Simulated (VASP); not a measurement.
# Al (P6_3/mmc) in VASP: a series of runs, part 3 of 3

VASP 6.6.1.

### 4 Single point, PBEsol

This run uses another cell than the first one, of 15.90 Å³/atom, 0.979 times its volume.

File INCAR:

```
  PREC = Accurate
  ENCUT = 520
  EDIFF = 1E-7
  ISMEAR = 0
  SIGMA = 0.1
  LREAL = F
  LASPH = T
  NELM = 100
  ALGO = Normal
  ISIF = 2
  LWAVE = F
  LCHARG = F
  GGA = PS
  NBANDS = 14
```

File KPOINTS:

```
regular mesh
0
Gamma
  9 9 2
```

File POSCAR:

```
Al
1.0
    2.8270770242      0.0000000000      0.0000000000
   -1.4135385121      2.4483205214      0.0000000000
    0.0000000000      0.0000000000      9.1859930700
Al
4
Direct
    0.0000000000      0.0000000000      0.0000000000
    0.3333333300      0.6666666700      0.2500000000
    0.0000000000      0.0000000000      0.5000000000
    0.6666666700      0.3333333300      0.7500000000
```

Potentials or basis: VASP PAW PBE potentials, release 64 (Al).

Launch:

```
$ cat potpaw_PBE.64/Al/POTCAR > POTCAR
$ mpirun -np 1 vasp_std > vasp.out
```

OUTCAR:

```text
PREC = Accurate
   ENCUT = 520
   EDIFF = 1E-7
   ISMEAR = 0
   LREAL = F
   LASPH = T
   NELM = 100
   ISIF = 2
   GGA = PS

 ion  position               nearest neighbor table
   1  0.000  0.000  0.000-   2 2.82   4 2.82   2 2.82   4 2.82   4 2.82   2 2.82
   2  0.333  0.667  0.250-   1 2.82   3 2.82   1 2.82   3 2.82   1 2.82   3 2.82
   3  0.000  0.000  0.500-   2 2.82   4 2.82   2 2.82   4 2.82   4 2.82   2 2.82
   4  0.667  0.333  0.750-   1 2.82   3 2.82   1 2.82   3 2.82   1 2.82   3 2.82

  LATTYP: Found a hexagonal cell.
 ALAT       =     2.8270770242
 C/A-ratio  =     3.2492899880

  Lattice vectors:

 A1 = (   2.8270770242,   0.0000000000,   0.0000000000)
 A2 = (  -1.4135385121,   2.4483205214,   0.0000000000)
 A3 = (   0.0000000000,   0.0000000000,   9.1859930700)

Analysis of symmetry for initial positions (statically):
=====================================================================
 Subroutine PRICEL returns:
 Original cell was already a primitive cell.

 Routine SETGRP: Setting up the symmetry group for a
 hexagonal supercell.

 Subroutine GETGRP returns: Found 24 space group operations
 (whereof 12 operations were pure point group operations)
 out of a pool of 24 trial point group operations.

The static configuration has the point symmetry D_3d.
 The point group associated with its full space group is D_6h.

Analysis of symmetry for dynamics (positions and initial velocities):
=====================================================================
 Subroutine PRICEL returns:
 Original cell was already a primitive cell.

 Routine SETGRP: Setting up the symmetry group for a
 hexagonal supercell.

 Subroutine GETGRP returns: Found 24 space group operations
 (whereof 12 operations were pure point group operations)
 out of a pool of 24 trial point group operations.

The dynamic configuration has the point symmetry D_3d.
 The point group associated with its full space group is D_6h.

 Subroutine INISYM returns: Found 24 space group operations
 (whereof 12 operations are pure point group operations),
 and found     1 'primitive' translations

----------------------------------------------------------------------------------------

                                     Primitive cell

  volume of cell :      63.5817

  direct lattice vectors                    reciprocal lattice vectors
     2.827077024  0.000000000  0.000000000     0.353722234  0.204221627  0.000000000
    -1.413538512  2.448320521  0.000000000     0.000000000  0.408443254  0.000000000
     0.000000000  0.000000000  9.185993070     0.000000000  0.000000000  0.108861393

  length of vectors
     2.827077024  2.827077024  9.185993070     0.408443254  0.408443254  0.108861393

  position of ions in fractional coordinates (direct lattice)
     0.000000000  0.000000000  0.000000000
     0.333333330  0.666666670  0.250000000
     0.000000000  0.000000000  0.500000000
     0.666666670  0.333333330  0.750000000

  ion indices of the primitive-cell ions
   primitive index   ion index
                 1           1
                 2           2
                 3           3
                 4           4

----------------------------------------------------------------------------------------

 KPOINTS: regular mesh

[... 52 lines left out ...]
   dimension x,y,z NGXF=    48 NGYF=   48 NGZF=  140
   ions per type =               4
   NGX,Y,Z   is equivalent  to a cutoff of  14.11, 14.11, 12.67 a.u.
   NGXF,Y,Z  is equivalent  to a cutoff of  28.23, 28.23, 25.34 a.u.
 SYSTEM =  unknown system
   PREC   = accura    normal or accurate (medium, high low for compatibility)
   ISTART =      0    job   : 0-new  1-cont  2-samecut
   ICHARG =      2    charge: 1-file 2-atom 10-const
   ISPIN  =      1    spin polarized calculation?
   LNONCOLLINEAR =      F non collinear calculations
   LSORBIT =      F    spin-orbit coupling
   LASPH  =      T    aspherical Exc in radial PAW
   ENCUT  =  520.0 eV  38.22 Ry    6.18 a.u.   5.26  5.26 17.08*2*pi/ulx,y,z
   NELM   =    100;   NELMIN=  2; NELMDL= -5     # of ELM steps
   EDIFF  = 0.1E-06   stopping-criterion for ELM
   LREAL  =      F    real-space projection
   EDIFFG = 0.1E-05   stopping-criterion for IOM
   NSW    =      0    number of steps for IOM
   IBRION =     -1    ionic relax: 0-MD 1-quasi-New 2-CG
   NFREE  =      0    steps in history (QN), initial steepest desc. (CG)
   ISIF   =      2    stress and relaxation
   ISYM   =      2    0-nonsym 1-usesym 2-fastsym
   POTIM  = 0.5000    time-step for ionic-motion
   TEBEG  =    0.0;   TEEND  =   0.0 temperature during run
   PSTRESS=    0.0 pullay stress
   NELECT =      12.0000    total number of electrons
   NUPDOWN=      -1.0000    fix difference up-down
   EMIN   =  10.00;   EMAX   =-10.00  energy-range for DOS
   EFERMI =   0.00;   METHOD = LEGACY
   ISMEAR =     0;   SIGMA  =   0.10  broadening in eV -4-tet -1-fermi 0-gaus
   EFERMI_NEDOS =   21; number of points for ismear=-14 and -15
   IALGO  =     38    algorithm
   IMIX   =      4    mixing-type and parameters
     AMIX     =   0.40;   BMIX     =  1.00
     AMIX_MAG =   1.60;   BMIX_MAG =  1.00
  volume/ion in A,a.u.               =      15.90       107.27
  Fermi-wavevector in a.u.,A,eV,Ry     =   0.939055  1.774557 11.997959  0.881825
  Thomas-Fermi vector in A             =   2.066329
   LORBIT       =      0    0 simple, 1 ext, 2 COOP (PROOUT), +10 PAW based schemes
   GGA     = PS    functional components
   LHFCALC =     F    Hartree Fock is set to
   AEXX    =    0.0000 exact exchange contribution
   IVDW    =     0    specifies the selected vdW correction
   LEPSILON=     F    determine dielectric tensor
   LRPA    =     F    only Hartree local field effects (RPA)
 non-spin polarized calculation
 Gauss-broadening in eV      SIGMA  =   0.10
  energy-cutoff  :      520.00
  volume of cell :       63.58
 maximum number of plane-waves:      1726
 NGX is ok and might be reduce to    24
   NGX = 11   NGY = 11   NGZ = 35

 number of electron      12.0000000 magnetization

 Free energy of the ion-electron system (eV)
  ---------------------------------------------------
  ext. energy  EPLUGINS =         0.00000000
  ---------------------------------------------------
  free energy    TOTEN  =       -16.22929071 eV

  energy without entropy =      -16.21851277  energy(sigma->0) =      -16.22390174

 E-fermi :   8.2834     XC(G=0): -10.3947

 val. band max:        8.2608791391   @ k =   0.3333   0.1111   0.0000
 cond. band min:       8.3420496275   @ k =   0.1111   0.1111   0.5000
 fundamental gap:      0.0811704884
 Fermi energy:         8.2833686792

 k-point     1 :       0.0000    0.0000    0.0000
  band No.  band energies     occupation
      1      -3.0480      2.00000
      2      -1.3094      2.00000
      3      -1.3015      2.00000
      4       3.6289      2.00000
      5       3.9786      2.00000
      6      11.9454      0.00000
      7      11.9594      0.00000
      8      19.1990      0.00000
      9      19.1990      0.00000
     10      19.3600      0.00000
     11      19.3600      0.00000
     12      20.3165      0.00000
     13      20.3166      0.00000
     14      20.4990      0.00000
[... 377 lines left out ...]
      1       5.2103      2.00000
      2       5.2103      2.00000
      3       5.3227      2.00000
      4       5.3227      2.00000
      5       5.4073      2.00000
      6       5.4073      2.00000
      7       8.1376      1.96077
      8       8.1376      1.96077
      9       8.8242      0.00000
     10       8.8242      0.00000
     11       9.4952      0.00000
     12       9.4952      0.00000
     13      14.6687      0.00000
     14      14.6687      0.00000

------------------------ aborting loop because EDIFF is reached ----------------------------------------

  FORCE on cell =-STRESS in cart. coord.  units (eV):
  Direction    XX          YY          ZZ          XY          YZ          ZX
  --------------------------------------------------------------------------------------
  -------------------------------------------------------------------------------------
  Total        1.1223988      1.1223988      0.0436311      0.0000000      0.0000000      0.0000000
  in kB       28.2830169     28.2830169      1.0994473      0.0000000      0.0000000      0.0000000
  external PRESSURE =      19.2218270 kB  Pullay stress =       0.0000000 kB

 VOLUME and BASIS-vectors are now :
 -----------------------------------------------------------------------------
  energy-cutoff  :      520.00
  volume of cell :       63.58
      direct lattice vectors                 reciprocal lattice vectors
     2.827077024  0.000000000  0.000000000     0.353722234  0.204221627  0.000000000
    -1.413538512  2.448320521  0.000000000     0.000000000  0.408443254  0.000000000
     0.000000000  0.000000000  9.185993070     0.000000000  0.000000000  0.108861393

 POSITION                                       TOTAL-FORCE (eV/Angst)
 -----------------------------------------------------------------------------------
      0.00000      0.00000      0.00000        -0.000000      0.000000      0.000000
     -0.00000      1.63221      2.29650         0.000000     -0.000000     -0.000000
      0.00000      0.00000      4.59300        -0.000000      0.000000      0.000000
      1.41354      0.81611      6.88949        -0.000000      0.000000     -0.000000
 -----------------------------------------------------------------------------------
    total drift:                               -0.000000      0.000000     -0.000000

  FREE ENERGIE OF THE ION-ELECTRON SYSTEM (eV)
  ---------------------------------------------------
  free  energy   TOTEN  =       -16.2292907122 eV

  energy  without entropy=      -16.2185127727  energy(sigma->0) =      -16.22390174
```

OSZICAR:

```text
N       E                     dE             d eps       ncg     rms          rms(c)
DAV:   1     0.553684176734E+01    0.55368E+01   -0.41194E+03   672   0.659E+02
DAV:   2    -0.156385713887E+02   -0.21175E+02   -0.19477E+02   876   0.899E+01
DAV:   3    -0.163447018850E+02   -0.70613E+00   -0.70017E+00   934   0.132E+01
DAV:   4    -0.163491576452E+02   -0.44558E-02   -0.44553E-02   786   0.130E+00
DAV:   5    -0.163492063458E+02   -0.48701E-04   -0.48700E-04   932   0.143E-01    0.290E+00
DAV:   6    -0.162773906797E+02    0.71816E-01   -0.78895E-03   770   0.445E-01    0.165E+00
DAV:   7    -0.162300211958E+02    0.47369E-01   -0.18010E-02   786   0.647E-01    0.251E-01
DAV:   8    -0.162293050173E+02    0.71618E-03   -0.46487E-04   912   0.108E-01    0.411E-02
DAV:   9    -0.162292919420E+02    0.13075E-04   -0.30086E-05   832   0.259E-02    0.124E-02
DAV:  10    -0.162292917713E+02    0.17069E-06   -0.98161E-07   892   0.563E-03    0.303E-03
DAV:  11    -0.162292911164E+02    0.65489E-06   -0.16763E-08   522   0.791E-04    0.159E-03
DAV:  12    -0.162292907405E+02    0.37593E-06   -0.53480E-09   462   0.481E-04    0.491E-04
DAV:  13    -0.162292907122E+02    0.28243E-07   -0.80658E-10   468   0.200E-04
   1 F= -.16229291E+02 E0= -.16223902E+02  d E =-.107779E-01
```

stdout:

```text
POSCAR found type information on POSCAR Al
 POSCAR found :  1 types and       4 ions
 scaLAPACK will be used
 -----------------------------------------------------------------------------
|                                                                             |
|                                                                             |
|     You enforced a specific xc type in the INCAR file but a different       |
|     I HOPE YOU KNOW WHAT YOU ARE DOING!                                     |
|                                                                             |
 -----------------------------------------------------------------------------

 LDA part: xc-table for (Slater+PW92), standard interpolation
 POSCAR, INCAR and KPOINTS ok, starting setup
 FFT: planning ... GRIDC
 FFT: planning ... GRID_SOFT
 FFT: planning ... GRID
 WAVECAR not read
 entering main loop
```

Run time: 11 s. Hardware: 1 thread of Intel Xeon Platinum 8488C (Sapphire Rapids), shared host; peak memory 0.18 GiB.

What came out:

| Property | Result |
| --- | --- |
| Free energy | -16.2293 eV |
| Pressure | 1.9 GPa |
| Band gap on the k mesh | none (metal or under the smearing width) |

Stress tensor (GPa, compression positive):
```
2.83 0.00 0.00
0.00 2.83 0.00
0.00 0.00 0.11
```

Caveat: the PAW data sets were made with another functional, which shifts forces and pressure a little.

### 5 The runs side by side

| task | cell | k mesh | cutoff (eV) | gap on the mesh (eV) | pressure (GPa) |
| --- | --- | --- | --- | --- | --- |
| single point | P6_3/mmc, 16.24 Å³/atom | 18 × 18 × 6 | 520 | none | 0.1 |
| relaxation of cell and atoms | relaxed | 18 × 18 × 6 | 600 | none | 0.0 |
| single point | P6_3/mmc, 15.9 Å³/atom | 9 × 9 × 2 | 520 | none | 1.9 |

Alike in all rows: level PBEsol; potentials or basis VASP PAW PBE potentials, release 64 (Al); no spin polarisation; smearing gaussian 0.1 eV.

Caveats: the PAW data sets were made with another functional, which shifts forces and pressure a little.

Total energies depend on the potentials used, so only differences within one code and one set of settings carry meaning.
